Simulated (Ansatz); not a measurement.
# Sr3Ir: the cost of one run

Computed with Ansatz 0.2.0 (DFT PBE, scalar-relativistic, plane waves, PAW, unless a step's input says otherwise).

1 further run of the same task is left out (it didn't finish).

### 1 The starting structure

It takes space group Pm-3n (No. 223, cubic). Conventional cell: a = 6.131 Å, b = 6.131 Å, c = 6.131 Å, α = 90.00°, β = 90.00°, γ = 90.00°. Sr (site symmetry -4m2) is surrounded by 2 Sr at 3.07 Å and 4 Ir at 3.43 Å. Ir (site symmetry m-3) is surrounded by 12 Sr at 3.43 Å.

Structure file:

```
CELL_PARAMETERS angstrom
6.13078 0.00000 0.00000
0.00000 6.13078 0.00000
0.00000 0.00000 6.13078
ATOMIC_POSITIONS crystal
Sr 0.00000 0.50000 0.25000
Sr 0.00000 0.50000 0.75000
Sr 0.25000 0.00000 0.50000
Sr 0.75000 0.00000 0.50000
Sr 0.50000 0.75000 0.00000
Sr 0.50000 0.25000 0.00000
Ir 0.00000 0.00000 0.00000
Ir 0.50000 0.50000 0.50000
```

This is candidate A: A15 type (Pm-3n, No. 223).

(A quick probe on a coarse mesh, which set the mesh and smearing, is not shown.)

### 3 The relaxation (candidate A)

input.yaml

```yaml
crystal:
  lattice:
    - [6.1307822445, 0.0, 0.0]
    - [0.0, 6.1307822445, 0.0]
    - [0.0, 0.0, 6.1307822445]
  atoms:
    - { symbol: Sr, position: [0.0, 0.5, 0.25] }
    - { symbol: Sr, position: [0.0, 0.5, 0.75] }
    - { symbol: Sr, position: [0.25, 0.0, 0.5] }
    - { symbol: Sr, position: [0.75, 0.0, 0.5] }
    - { symbol: Sr, position: [0.5, 0.75, 0.0] }
    - { symbol: Sr, position: [0.5, 0.25, 0.0] }
    - { symbol: Ir, position: [0.0, 0.0, 0.0] }
    - { symbol: Ir, position: [0.5, 0.5, 0.5] }
basis:
  ecutwfc: 420
kpoints:
  mp_grid: { grid: [6, 6, 6] }
hamiltonian:
  xc: pbe
scf:
  occupations: { method: gaussian, width: 0.1 }
output:
  forces: true
  stress: true
  eigenvalues: true
relax:
  adjacent_minimum: "off"
  f_tol: 0.01
  max_steps: 80
  cell: { stress_tol: 0.05 }
```

Started as:

```console
$ ansatz run input.yaml --threads 1 --pin off --max-ram 2560MiB --backend cpu --events-out ev --progress --plain --runs-dir out
```

Q: Estimate wall time and peak memory on 1 thread of Intel Xeon Platinum 8259CL at 2.50GHz (Skylake/Cascade Lake), shared host.

About 92 s, with a peak of 0.63 GiB.
